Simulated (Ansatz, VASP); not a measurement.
# GaAs in VASP and in Ansatz

```xyz
2
Lattice="0.0000 2.8331 2.8331 2.8331 0.0000 2.8331 2.8331 2.8331 0.0000" Properties=species:S:1:pos:R:3 pbc="T T T"
Ga    0.0000    0.0000    0.0000
As    4.2496    4.2496    4.2496
```

Alike in both runs: functional r2SCAN; k mesh 8 × 8 × 8; occupations gaussian, width 0.02 eV; no spin polarisation.

Ansatz relaxed the structure, and its values are those at the end. VASP's run is a single point on that final structure, the one shown.

```csv
,VASP,Ansatz
version,VASP 6.6.1,Ansatz 0.2.0
potentials or method,"VASP PAW PBE potentials, release 64 (Ga_d, As)","scalar-relativistic, plane waves, PAW"
plane-wave cutoff (eV),520,500
valence electrons in the cell,18,28
```

Ansatz gave:

```
gap on the k mesh at the Fermi level (eV) : 0.96
least direct gap on the mesh (eV)         : 0.96
pressure (GPa)                            : 0.0
```

Task: Estimate VASP's values.

Result: gap on the k mesh at the Fermi level (eV): 0.94; least direct gap on the mesh (eV): 0.94; pressure (GPa): 0.1.

With one functional, cell and mesh, what is left measures potentials, basis and numerics. The two sets of potentials don't hold the same shells in valence.

Caveats: the PAW data sets were made with another functional, which shifts forces and pressure a little (VASP). A k mesh can miss the band edges. r2SCAN opens gaps a little over a GGA but as a rule still falls short of measured ones.
